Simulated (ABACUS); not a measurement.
GaSb:

```
Sb Ga
1.0
     0.00000    3.05900    3.05900
     3.05900    0.00000    3.05900
     3.05900    3.05900    0.00000
Sb Ga
1 1
Cartesian
  1.5295 1.5295 1.5295
  0.0000 0.0000 0.0000
```

Base run:

- Program: ABACUS 3.10.1
- Functional: BLYP
- Potentials or basis: PseudoDojo NC SR 0.4.1 PBE standard
- Cutoff: 1102 eV
- Density cutoff: 4408 eV
- Basis: plane waves
- k mesh: 6 × 6 × 6
- Occupations: fermi-dirac, width 0.05 eV
- Spin: no spin polarisation

Its results: band gap on the k mesh none (metal or under the smearing width); pressure 5.3 GPa.

Problem. The run is repeated on the same cell with these changes: functional from BLYP to rPW86PBE; potentials or basis from PseudoDojo NC SR 0.4.1 PBE standard to GBRV ultrasoft 1.5 PBE; cutoff from 1102 eV to 544 eV; density cutoff from 4408 eV to 4354 eV; valence electrons from 28 to 34. What comes out?

Solution. Band gap on the k mesh none (metal or under the smearing width); pressure 4.7 GPa.

Caveats: the potentials were made for another functional, which shifts forces and pressure; this crystal is a semiconductor, whose small gap the functional closes, so the metal is an error of the method.
